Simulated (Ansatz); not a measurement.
Steps from a short run of molecular dynamics on a 2×2×2 supercell (24 atoms) of CaF₂ (Fm-3m), relaxed with r2SCAN; forces from PBEsol in the PAW code Ansatz, 2×2×2 mesh, Fermi-Dirac smearing of 0.052 eV, a Langevin thermostat at fixed volume, set at 600 K. Spin polarisation is off, nuclei are classical, and the run is far too short for thermal averages.

Cell vectors in Å:
```
0.0000 5.4392 5.4392
5.4392 0.0000 5.4392
5.4392 5.4392 0.0000
```

**Question.** At 24 fs the positions in Å are
```
Ca  -0.045   0.036  -0.090
F    1.153   1.418   1.444
F    4.240   4.021   4.081
Ca   2.706   2.736   0.100
F    4.025   4.111   1.186
F    6.739   6.920   4.157
Ca   2.622  -0.079   2.714
F    4.109   1.361   3.851
F    6.773   4.007   6.700
Ca   5.500   2.762   2.618
F    6.830   4.161   4.265
F    9.485   6.650   6.858
Ca  -0.088   2.822   2.741
F    1.316   3.983   4.081
F    4.288   6.821   6.647
Ca   2.760   5.517   2.764
F    4.053   6.604   4.143
F    6.949   9.491   6.783
Ca   2.730   2.659   5.530
F    4.168   4.036   6.767
F    6.775   6.695   9.345
Ca   5.481   5.343   5.482
F    6.834   6.852   6.754
F    9.324   9.502   9.507
```
What are the forces, and how far does the free energy (smearing included) lie above that of step 0, with the atoms on their sites?

**Answer.** 64.3 meV an atom; forces in eV/Å:
```
Ca  -0.021  -0.078  -0.073
F    0.765  -0.568  -0.517
F   -0.568  -0.205  -0.301
Ca   0.044  -0.617  -0.443
F    0.576  -0.070   0.706
F    0.256  -0.616  -0.330
Ca   0.299   1.050   0.419
F   -0.174  -0.258   0.626
F    0.149   0.235   1.190
Ca  -0.475  -0.304   0.247
F    0.255  -0.559  -1.398
F    0.117   0.822  -0.550
Ca   0.513  -0.871   0.455
F    0.049   0.741   0.116
F   -0.964   0.237   0.611
Ca  -0.142  -1.218  -0.204
F   -0.134   0.852  -0.250
F   -0.636   0.293   0.095
Ca   0.254  -0.004  -1.208
F   -0.686   0.049   0.269
F   -0.222   0.614   0.816
Ca  -0.165   0.911  -0.367
F    0.232  -0.349   0.387
F    0.677  -0.086  -0.299
```

**Question.** At 28 fs the positions in Å are
```
Ca  -0.055   0.037  -0.112
F    1.141   1.407   1.444
F    4.274   4.007   4.063
Ca   2.703   2.736   0.112
F    4.018   4.115   1.168
F    6.738   6.921   4.183
Ca   2.600  -0.091   2.718
F    4.113   1.358   3.824
F    6.765   4.019   6.713
Ca   5.490   2.764   2.591
F    6.833   4.172   4.267
F    9.475   6.637   6.850
Ca  -0.099   2.833   2.747
F    1.332   3.974   4.077
F    4.326   6.819   6.630
Ca   2.753   5.522   2.765
F    4.061   6.605   4.159
F    6.961   9.488   6.789
Ca   2.743   2.644   5.530
F    4.190   4.029   6.776
F    6.780   6.693   9.335
Ca   5.489   5.342   5.484
F    6.835   6.838   6.766
F    9.305   9.498   9.500
```
What are the forces, and how far does the free energy (smearing included) lie above that of step 0, with the atoms on their sites?

**Answer.** 73.2 meV an atom; forces in eV/Å:
```
Ca   0.023  -0.057  -0.039
F    0.771  -0.496  -0.488
F   -0.692  -0.135  -0.223
Ca  -0.036  -0.643  -0.504
F    0.625  -0.078   0.739
F    0.280  -0.606  -0.418
Ca   0.364   1.146   0.460
F   -0.219  -0.294   0.674
F    0.277   0.107   1.157
Ca  -0.378  -0.351   0.308
F    0.309  -0.631  -1.344
F    0.184   0.871  -0.560
Ca   0.633  -1.018   0.503
F    0.003   0.782   0.145
F   -1.156   0.359   0.669
Ca  -0.050  -1.254  -0.175
F   -0.239   0.800  -0.398
F   -0.655   0.188  -0.041
Ca   0.177   0.043  -1.156
F   -0.866   0.085   0.141
F   -0.302   0.658   0.919
Ca  -0.181   0.875  -0.416
F    0.351  -0.258   0.318
F    0.776  -0.095  -0.270
```

**Question.** At 32 fs the positions in Å are
```
Ca  -0.066   0.037  -0.133
F    1.135   1.388   1.438
F    4.302   3.992   4.037
Ca   2.702   2.735   0.122
F    4.013   4.113   1.162
F    6.736   6.918   4.213
Ca   2.580  -0.099   2.729
F    4.110   1.349   3.804
F    6.763   4.027   6.737
Ca   5.481   2.769   2.566
F    6.836   4.179   4.247
F    9.461   6.633   6.837
Ca  -0.104   2.837   2.751
F    1.342   3.974   4.070
F    4.350   6.825   6.621
Ca   2.746   5.525   2.766
F    4.069   6.619   4.173
F    6.971   9.489   6.807
Ca   2.757   2.633   5.523
F    4.209   4.026   6.790
F    6.787   6.691   9.331
Ca   5.499   5.340   5.487
F    6.839   6.825   6.784
F    9.291   9.500   9.489
```
What are the forces, and how far does the free energy (smearing included) lie above that of step 0, with the atoms on their sites?

**Answer.** 76.9 meV an atom; forces in eV/Å:
```
Ca   0.070  -0.047  -0.011
F    0.735  -0.385  -0.430
F   -0.802  -0.019  -0.066
Ca  -0.090  -0.657  -0.583
F    0.656  -0.040   0.712
F    0.291  -0.567  -0.510
Ca   0.455   1.239   0.425
F   -0.227  -0.274   0.719
F    0.363   0.019   0.984
Ca  -0.254  -0.413   0.352
F    0.263  -0.683  -1.079
F    0.264   0.861  -0.547
Ca   0.684  -1.113   0.560
F   -0.015   0.758   0.206
F   -1.256   0.384   0.656
Ca   0.048  -1.237  -0.150
F   -0.303   0.692  -0.527
F   -0.662   0.032  -0.269
Ca   0.065   0.114  -1.017
F   -0.980   0.120  -0.038
F   -0.386   0.697   1.011
Ca  -0.209   0.839  -0.432
F    0.427  -0.183   0.204
F    0.864  -0.138  -0.169
```

**Question.** At 36 fs the positions in Å are
```
Ca  -0.077   0.040  -0.155
F    1.134   1.365   1.428
F    4.327   3.986   4.012
Ca   2.701   2.728   0.129
F    4.003   4.108   1.160
F    6.745   6.918   4.233
Ca   2.566  -0.103   2.742
F    4.107   1.337   3.787
F    6.765   4.035   6.776
Ca   5.474   2.775   2.542
F    6.838   4.178   4.220
F    9.447   6.642   6.821
Ca  -0.108   2.833   2.758
F    1.354   3.983   4.067
F    4.361   6.834   6.615
Ca   2.743   5.523   2.770
F    4.075   6.636   4.188
F    6.977   9.489   6.829
Ca   2.775   2.624   5.509
F    4.224   4.029   6.808
F    6.792   6.692   9.338
Ca   5.511   5.341   5.488
F    6.851   6.822   6.810
F    9.286   9.494   9.477
```
What are the forces, and how far does the free energy (smearing included) lie above that of step 0, with the atoms on their sites?

**Answer.** 76.7 meV an atom; forces in eV/Å:
```
Ca   0.122  -0.067   0.054
F    0.677  -0.259  -0.360
F   -0.903   0.067   0.089
Ca  -0.163  -0.647  -0.626
F    0.695   0.047   0.666
F    0.264  -0.554  -0.552
Ca   0.540   1.289   0.310
F   -0.218  -0.212   0.760
F    0.411  -0.036   0.707
Ca  -0.134  -0.465   0.403
F    0.179  -0.695  -0.728
F    0.353   0.758  -0.489
Ca   0.721  -1.142   0.570
F   -0.043   0.678   0.258
F   -1.247   0.336   0.604
Ca   0.115  -1.148  -0.137
F   -0.322   0.574  -0.645
F   -0.634  -0.103  -0.500
Ca  -0.053   0.245  -0.827
F   -1.034   0.157  -0.227
F   -0.419   0.706   1.046
Ca  -0.222   0.774  -0.356
F    0.411  -0.157   0.029
F    0.905  -0.148  -0.047
```
